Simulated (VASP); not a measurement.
# Hf3S8 (a cell with a defect) in VASP: single point with PBEsol

Aim: the single point of Hf3S8 (a cell with a defect) with PBEsol.

Everything below comes from runs of VASP 6.6.1. Logs are shortened: lines on timing, memory, paths and dates and some standing lists are left out, and cuts for length are marked.

### Step 1. The cell of the first run

The cell holds a defect, 11 atoms: a = 6.947 Å, b = 6.947 Å, c = 7.186 Å, α = 104.99°, β = 104.99°, γ = 117.71°.

### Step 2. Single point, PBEsol (Hf vacancy, atom 1 moved a little way towards it, host rigid)

INCAR

```
PREC = Accurate ; ENCUT = 520
EDIFF = 1E-7 ; ISMEAR = 0
SIGMA = 0.05 ; LREAL = F
LASPH = T ; NELM = 100
ALGO = Fast ; ISIF = 2
LWAVE = F ; LCHARG = F
GGA = PS ; NELECT = 82.0
NBANDS = 50
```

KPOINTS

```
Automatic mesh
0
Gamma
  4 4 4
```

POSCAR

```
Hf3S8
1.0
   -1.7964133763      3.1114792391     -5.9458943926
   -1.7964133763      3.1114792391      5.9458943926
    7.1856535050      0.0000000000      0.0000000000
Hf S
3 8
Direct
   -0.1419652364     -0.1419652364      0.5160695271
    0.5000000000      0.5000000000      0.0000000000
    0.0000000000      0.0000000000      0.0000000000
    0.7885426398      0.5447906936      0.3333333333
    0.2885426398      0.0447906936      0.3333333333
    0.7885426398      0.5447906936      0.8333333333
    0.2885426398      0.0447906936      0.8333333333
    0.2114573602      0.4552093064      0.1666666667
    0.7114573602      0.9552093064      0.1666666667
    0.2114573602      0.4552093064      0.6666666667
    0.7114573602      0.9552093064      0.6666666667
```

Potentials or basis: VASP PAW PBE potentials, release 64 (Hf_pv, S).

Started as:

```console
> cat potpaw_PBE.64/Hf_pv/POTCAR potpaw_PBE.64/S/POTCAR > POTCAR
> mpirun -np 1 vasp_std > vasp.out
```

OUTCAR:

```text
PREC = Accurate
   ENCUT = 520
   EDIFF = 1E-7
   ISMEAR = 0
   LREAL = F
   LASPH = T
   NELM = 100
   ISIF = 2
   GGA = PS
   NELECT = 82.0

 ion  position               nearest neighbor table
   1  0.858  0.858  0.516-  11 1.87   4 1.98   7 2.68   9 2.83   3 3.10   2 3.29
   2  0.500  0.500  0.000-   4 2.53  10 2.53   9 2.53   7 2.53   6 2.53   8 2.53   1 3.29   3 3.59
                             3 3.59
   3  0.000  0.000  0.000-   5 2.53  11 2.53   8 2.53   6 2.53   9 2.53   7 2.53   1 3.10   2 3.59
                             2 3.59
   4  0.789  0.545  0.333-   1 1.98   2 2.53
   5  0.289  0.045  0.333-   3 2.53
   6  0.789  0.545  0.833-   3 2.53   2 2.53
   7  0.289  0.045  0.833-   2 2.53   3 2.53   1 2.68
   8  0.211  0.455  0.167-   3 2.53   2 2.53
   9  0.711  0.955  0.167-   2 2.53   3 2.53   1 2.83
  10  0.211  0.455  0.667-   2 2.53
  11  0.711  0.955  0.667-   1 1.87   3 2.53

  LATTYP: Found a face centered orthorhombic cell.
 ALAT       =     7.1856535051
 B/A-ratio  =     1.6549349028
 C/A-ratio  =     1.7320508075

  Lattice vectors:

 A1 = (   5.3892401287,   3.1114792391,   5.9458943926)
 A2 = (   3.5928267524,   6.2229584782,   0.0000000000)
 A3 = (  -1.7964133763,   3.1114792391,   5.9458943926)

Analysis of symmetry for initial positions (statically):
=====================================================================
 Subroutine PRICEL returns:
 Original cell was already a primitive cell.

 Routine SETGRP: Setting up the symmetry group for a
 face centered orthorhombic supercell.

 Subroutine GETGRP returns: Found  1 space group operations
 (whereof  1 operations were pure point group operations)
 out of a pool of  8 trial point group operations.

The static configuration has the point symmetry C_1 .

Analysis of symmetry for dynamics (positions and initial velocities):
=====================================================================
 Subroutine PRICEL returns:
 Original cell was already a primitive cell.

 Routine SETGRP: Setting up the symmetry group for a
 face centered orthorhombic supercell.

 Subroutine GETGRP returns: Found  1 space group operations
 (whereof  1 operations were pure point group operations)
 out of a pool of  8 trial point group operations.

The dynamic configuration has the point symmetry C_1 .

 Subroutine INISYM returns: Found  1 space group operations
 (whereof  1 operations are pure point group operations),
 and found     1 'primitive' translations

----------------------------------------------------------------------------------------

                                     Primitive cell

  volume of cell :     265.8768

  direct lattice vectors                    reciprocal lattice vectors
    -1.796413376  3.111479239 -5.945894393     0.000000000  0.160695271 -0.084091638
    -1.796413376  3.111479239  5.945894393     0.000000000  0.160695271  0.084091638
     7.185653505  0.000000000  0.000000000     0.139166187  0.080347636  0.000000000

  length of vectors
     6.947090341  6.947090341  7.185653505     0.181368062  0.181368062  0.160695271

  position of ions in fractional coordinates (direct lattice)
     0.858034764  0.858034764  0.516069527
     0.500000000  0.500000000  0.000000000
     0.000000000  0.000000000  0.000000000
     0.788542640  0.544790694  0.333333333
     0.288542640  0.044790694  0.333333333
     0.788542640  0.544790694  0.833333333
     0.288542640  0.044790694  0.833333333
     0.211457360  0.455209306  0.166666667
     0.711457360  0.955209306  0.166666667
     0.211457360  0.455209306  0.666666667
     0.711457360  0.955209306  0.666666667

  ion indices of the primitive-cell ions
   primitive index   ion index
                 1           1
                 2           2
                 3           3
                 4           4
                 5           5
                 6           6
                 7           7
                 8           8
                 9           9
                10          10
                11          11

----------------------------------------------------------------------------------------

 KPOINTS: Automatic mesh

Automatic generation of k-mesh.
 Grid dimensions read from file:
 generate k-points for:    4    4    4

 Generating k-lattice:

  Cartesian coordinates                     Fractional coordinates (reciprocal lattice)
     0.000000000  0.040173818 -0.021022910     0.250000000  0.000000000  0.000000000
     0.000000000  0.040173818  0.021022910     0.000000000  0.250000000  0.000000000
     0.034791547  0.020086909  0.000000000     0.000000000  0.000000000  0.250000000

  Length of vectors
     0.045342015  0.045342015  0.040173818

  Shift w.r.t. Gamma in fractional coordinates (k-lattice)
     0.000000000  0.000000000  0.000000000

 Subroutine IBZKPT returns following result:
 ===========================================

 Found     36 irreducible k-points:

 Following reciprocal coordinates:
            Coordinates               Weight
  0.000000  0.000000  0.000000      1.000000
  0.250000  0.000000  0.000000      2.000000
  0.000000  0.250000 -0.250000      2.000000
 -0.000000 -0.250000  0.000000      2.000000
 -0.250000 -0.000000  0.250000      2.000000
  0.500000  0.000000  0.000000      1.000000
[... 16 lines left out ...]
  0.500000  0.000000  0.250000      2.000000
  0.000000  0.500000  0.250000      2.000000
 [... further k-points ...]
   k-points           NKPTS =     36   k-points in BZ     NKDIM =     36   number of bands    NBANDS=     50
   number of dos      NEDOS =    301   number of ions     NIONS =     11
   total plane-waves  NPLWV = 157464
   dimension x,y,z NGX =    54 NGY =   54 NGZ =   54
   dimension x,y,z NGXF=   108 NGYF=  108 NGZF=  108
   ions per type =               3   8
   NGX,Y,Z   is equivalent  to a cutoff of  12.92, 12.92, 12.49 a.u.
   NGXF,Y,Z  is equivalent  to a cutoff of  25.84, 25.84, 24.99 a.u.
 SYSTEM =  unknown system
   PREC   = accura    normal or accurate (medium, high low for compatibility)
   ISTART =      0    job   : 0-new  1-cont  2-samecut
   ICHARG =      2    charge: 1-file 2-atom 10-const
   ISPIN  =      1    spin polarized calculation?
   LNONCOLLINEAR =      F non collinear calculations
   LSORBIT =      F    spin-orbit coupling
   LASPH  =      T    aspherical Exc in radial PAW
   ENCUT  =  520.0 eV  38.22 Ry    6.18 a.u.  12.92 12.92 13.36*2*pi/ulx,y,z
   NELM   =    100;   NELMIN=  2; NELMDL= -5     # of ELM steps
   EDIFF  = 0.1E-06   stopping-criterion for ELM
   LREAL  =      F    real-space projection
   EDIFFG = 0.1E-05   stopping-criterion for IOM
   NSW    =      0    number of steps for IOM
   IBRION =     -1    ionic relax: 0-MD 1-quasi-New 2-CG
   NFREE  =      0    steps in history (QN), initial steepest desc. (CG)
   ISIF   =      2    stress and relaxation
   ISYM   =      2    0-nonsym 1-usesym 2-fastsym
   POTIM  = 0.5000    time-step for ionic-motion
   TEBEG  =    0.0;   TEEND  =   0.0 temperature during run
   PSTRESS=    0.0 pullay stress
   NELECT =      82.0000    total number of electrons
   NUPDOWN=      -1.0000    fix difference up-down
   EMIN   =  10.00;   EMAX   =-10.00  energy-range for DOS
   EFERMI =   0.00;   METHOD = LEGACY
   ISMEAR =     0;   SIGMA  =   0.05  broadening in eV -4-tet -1-fermi 0-gaus
   EFERMI_NEDOS =   21; number of points for ismear=-14 and -15
   IALGO  =     68    algorithm
   IMIX   =      4    mixing-type and parameters
     AMIX     =   0.40;   BMIX     =  1.00
     AMIX_MAG =   1.60;   BMIX_MAG =  1.00
  volume/ion in A,a.u.               =      24.17       163.11
  Fermi-wavevector in a.u.,A,eV,Ry     =   1.106079  2.090185 16.645502  1.223410
  Thomas-Fermi vector in A             =   2.242575
   LORBIT       =      0    0 simple, 1 ext, 2 COOP (PROOUT), +10 PAW based schemes
   GGA     = PS    functional components
   LHFCALC =     F    Hartree Fock is set to
   AEXX    =    0.0000 exact exchange contribution
   IVDW    =     0    specifies the selected vdW correction
   LEPSILON=     F    determine dielectric tensor
   LRPA    =     F    only Hartree local field effects (RPA)
 non-spin polarized calculation
 RMM-DIIS sequential band-by-band and
 Gauss-broadening in eV      SIGMA  =   0.05
  energy-cutoff  :      520.00
  volume of cell :      265.88
 maximum number of plane-waves:      7216
 NGX is ok and might be reduce to    54
   NGX = 25   NGY = 25   NGZ = 27

 number of electron      82.0000004 magnetization

 Free energy of the ion-electron system (eV)
  ---------------------------------------------------
  ext. energy  EPLUGINS =         0.00000000
  ---------------------------------------------------
  free energy    TOTEN  =       -58.82852383 eV

  energy without entropy =      -58.82852374  energy(sigma->0) =      -58.82852379

 E-fermi :   3.4134     XC(G=0):  -9.6391

 val. band max:        3.2562067719   @ k =   0.0000   0.0000   0.2500
 cond. band min:       3.5652251517   @ k =   0.5000   0.5000   0.5000
 fundamental gap:      0.3090183798
 Fermi energy:         3.4133991871

 k-point     1 :       0.0000    0.0000    0.0000
  band No.  band energies     occupation
      1     -28.7044      2.00000
      2     -28.1664      2.00000
      3     -28.0610      2.00000
      4     -28.0270      2.00000
      5     -27.9867      2.00000
      6     -27.9787      2.00000
[... 42 lines left out ...]
     49       6.2676      0.00000
     50       6.7290      0.00000

 k-point     2 :       0.2500    0.0000    0.0000
  band No.  band energies     occupation
      1     -28.7039      2.00000
      2     -28.1484      2.00000
      3     -28.0720      2.00000
      4     -28.0186      2.00000
      5     -27.9861      2.00000
      6     -27.9798      2.00000
[... 1158 lines left out ...]
 k-point    24 :       0.0000    0.5000    0.2500
  band No.  band energies     occupation
      1     -28.7031      2.00000
      2     -28.1170      2.00000
      3     -28.0962      2.00000
      4     -28.0015      2.00000
      5     -27.9891      2.00000
      6     -27.9836      2.00000
[... 42 lines left out ...]
     49       6.0571      0.00000
     50       6.4248      0.00000

 [... further k-points ...]
[... 5 lines left out ...]
  --------------------------------------------------------------------------------------
  -------------------------------------------------------------------------------------
  Total       42.6291954     34.2232197     59.4053583      3.4467597      9.5224307     25.7614008
  in kB      256.8841757    206.2296393    357.9775868     20.7702258     57.3823114    155.2385902
  external PRESSURE =     273.6971339 kB  Pullay stress =       0.0000000 kB

 VOLUME and BASIS-vectors are now :
 -----------------------------------------------------------------------------
  energy-cutoff  :      520.00
  volume of cell :      265.88
      direct lattice vectors                 reciprocal lattice vectors
    -1.796413376  3.111479239 -5.945894393     0.000000000  0.160695271 -0.084091638
    -1.796413376  3.111479239  5.945894393     0.000000000  0.160695271  0.084091638
     7.185653505  0.000000000  0.000000000     0.139166187  0.080347636  0.000000000

 POSITION                                       TOTAL-FORCE (eV/Angst)
 -----------------------------------------------------------------------------------
      0.62553      5.33951      0.00000       -10.764935     12.051715     -5.899980
     -1.79641      3.11148      0.00000        -1.955454     -1.211053      1.631405
      0.00000      0.00000      0.00000         3.156512      1.443070     -1.645526
     -0.00000      4.14864     -1.44932        -3.222598     -7.746192     -8.266144
      1.79641      1.03716     -1.44932        -0.879812     -0.896488      0.903095
      3.59283      4.14864     -1.44932         0.291092      0.376750      0.596433
      5.38924      1.03716     -1.44932        -0.116290     -1.079369      0.459946
      0.00000      2.07432      1.44932        -0.525969     -0.269587     -0.578782
     -1.79641      5.18580      1.44932         0.989429     -0.362889     -0.479634
      3.59283      2.07432      1.44932         1.195440      0.056959     -0.930611
      1.79641      5.18580      1.44932        11.832586     -2.362917     14.209797
 -----------------------------------------------------------------------------------
    total drift:                                0.000161      0.000020      0.000022

  FREE ENERGIE OF THE ION-ELECTRON SYSTEM (eV)
  ---------------------------------------------------
  free  energy   TOTEN  =       -58.8285238321 eV

  energy  without entropy=      -58.8285237434  energy(sigma->0) =      -58.82852379
```

Run time: 8.3 min. Hardware: 1 thread of AMD EPYC 9R45 (Zen 5), shared host; peak memory 0.57 GiB.

What came out:

| Property | Result |
| --- | --- |
| Free energy | -58.8285 eV |
| Largest force | 18.642 eV/Å |
| Band gap on the k mesh | 0.31 eV, indirect (least direct gap 0.44 eV) |

Forces on the atoms (eV/Å):
```
Hf  -10.765  12.052  -5.900
Hf   -1.955  -1.211   1.631
Hf    3.157   1.443  -1.646
S    -3.223  -7.746  -8.266
S    -0.880  -0.896   0.903
S     0.291   0.377   0.596
S    -0.116  -1.079   0.460
S    -0.526  -0.270  -0.579
S     0.989  -0.363  -0.480
S     1.195   0.057  -0.931
S    11.833  -2.363  14.210
```

Levels at points of the mesh, in eV from the valence-band top:
| k point | band 37 | band 38 | band 39 | band 40 | band 41 | band 42 | band 43 | band 44 | band 45 | band 46 |
| --- | --- | --- | --- | --- | --- | --- | --- | --- | --- | --- |
| (0.00, 0.00, 0.00) | -0.79 | -0.71 | -0.43 | -0.26 | -0.14 | 0.46 | 0.99 | 1.03 | 2.01 | 2.29 |
| (0.50, 0.00, 0.00) | -1.43 | -1.29 | -1.01 | -0.54 | -0.27 | 1.22 | 1.27 | 1.71 | 1.83 | 2.06 |
| (0.00, 0.50, 0.50) | -1.38 | -1.27 | -1.00 | -0.56 | -0.25 | 1.04 | 1.29 | 1.69 | 1.91 | 2.11 |
| (0.00, 0.50, 0.00) | -1.34 | -1.32 | -0.70 | -0.64 | -0.07 | 1.12 | 1.38 | 1.71 | 1.83 | 2.20 |
| (0.50, 0.00, 0.50) | -1.43 | -1.29 | -0.74 | -0.68 | -0.05 | 1.02 | 1.31 | 1.69 | 2.05 | 2.22 |
| (0.50, 0.50, 0.00) | -1.06 | -0.91 | -0.85 | -0.43 | -0.27 | 0.49 | 0.96 | 1.10 | 2.06 | 2.30 |
| (0.00, 0.00, 0.50) | -1.54 | -1.24 | -0.68 | -0.35 | -0.04 | 0.48 | 0.78 | 1.65 | 2.01 | 2.23 |
| (0.50, 0.50, 0.50) | -1.54 | -1.40 | -1.33 | -0.56 | -0.27 | 0.31 | 0.55 | 2.03 | 2.05 | 2.57 |

Caveat: the cell carries a net charge on a neutralising background, which shifts energy and pressure; the cell is charged against a uniform background, so pressure and absolute levels hang on convention; the PAW data sets were made with another functional, which shifts forces and pressure a little; spin-orbit coupling is left out, which moves the levels of the heavy elements.
